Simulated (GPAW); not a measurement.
Runs of GPAW 26.7.0 on C. Symmetry: Fd-3m, No. 227, cubic system. The conventional cell has a = 3.567 Å, b = 3.567 Å, c = 3.567 Å, α = 90.00°, β = 90.00°, γ = 90.00°. C (site symmetry -43m) has 4 C at 1.54 Å as nearest neighbours. This isn't the form of C at room conditions, which is graphite.

| task | level | potentials or basis | k mesh | cutoff (eV) | maxiter | eigensolver | mesh quality | V0 of scaled cells (Å³/atom) | B0 (GPa) |
| --- | --- | --- | --- | --- | --- | --- | --- | --- | --- |
| equation of state | SOGGA | PAW data sets generated in the run's folder for this functional, pw | 10 × 10 × 10 | 800 | 150 | - | not flagged | (b) | 452 |
| equation of state | C09-vdW | GPAW PAW data sets (gpaw-data 1.2.1), pw | 10 × 10 × 10 | 800 | 150 | - | not flagged | 5.65 | 444 |
| equation of state | BLYP+D3 | PAW data sets generated in the run's folder for this functional, pw | 10 × 10 × 10 | 800 | 150 | davidson | not flagged | 5.76 | 408 |
| equation of state | LDA | PAW data sets generated in the run's folder for this functional, pw | 10 × 10 × 10 | 800 | 150 | - | not flagged | (a) | (c) |

Alike in all rows: no spin polarisation; cell as given; smearing fermi-dirac 0.05 eV.

Task: Fill in the values left out.

Result: (a) 5.51; (b) 5.61; (c) 468.

Caveats: the PAW data sets were made with another functional, which shifts forces and pressure a little (some runs).

Runs at the PBE level aren't shown here.
